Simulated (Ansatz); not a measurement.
Computed with Ansatz on PBE0-D4/def2-TZVP structures; ΔE is electronic, products minus reactants. CCSD(T)/CBS adds triple-zeta CCSD(T) − MP2 to the extrapolated MP2 energy (def2 sets, frozen cores). Functionals use def2-TZVPP. B3LYP here is the variant with VWN-RPA as its local correlation; programs differ in this. For Ge, Se outer-core shells are correlated without core-valence functions, which leaves a few kJ/mol of doubt a bond. Scalar relativity is left out up to krypton. One conformer a species, not always the lowest.

`[CH3][GeH2][Se]C` + `CCOCC` → `[CH3][GeH2][SeH]` + `CCCOCC`  (formal exchange of groups at the Se–C bond)

| level | ΔE (kcal/mol) | difference from CCSD(T)/CBS |
| --- | --- | --- |
| B2PLYP | -1.3 | 0.2 |
| r2SCAN | -1.6 | -0.1 |
| B3LYP | -1.6 | -0.1 |
| CCSD/def2-TZVPP | -2.0 | -0.5 |
| CCSD(T)/def2-TZVPP | -1.6 | -0.1 |
| HF/def2-QZVPP | -3.0 | -1.5 |
| MP2/def2-QZVPP | -0.8 | 0.7 |
| SCS-MP2/def2-QZVPP | -1.0 | 0.5 |
| HF/CBS(def2) | -3.0 | -1.5 |
| MP2/CBS(def2) | -0.8 | 0.7 |
| CCSD(T)/CBS | -1.5 | 0 |

Largest T1 diagnostic among the species: 0.010.

In def2-TZVPP, CCSD(T) changes the Hartree–Fock value by +1.3 kcal/mol (the triples alone add +0.4 kcal/mol) and MP2 by +2.1 kcal/mol.

CCSD(T)/CBS has its own doubt, a few kJ/mol and more with outer-core shells, so smaller differences from it don't rank the levels.
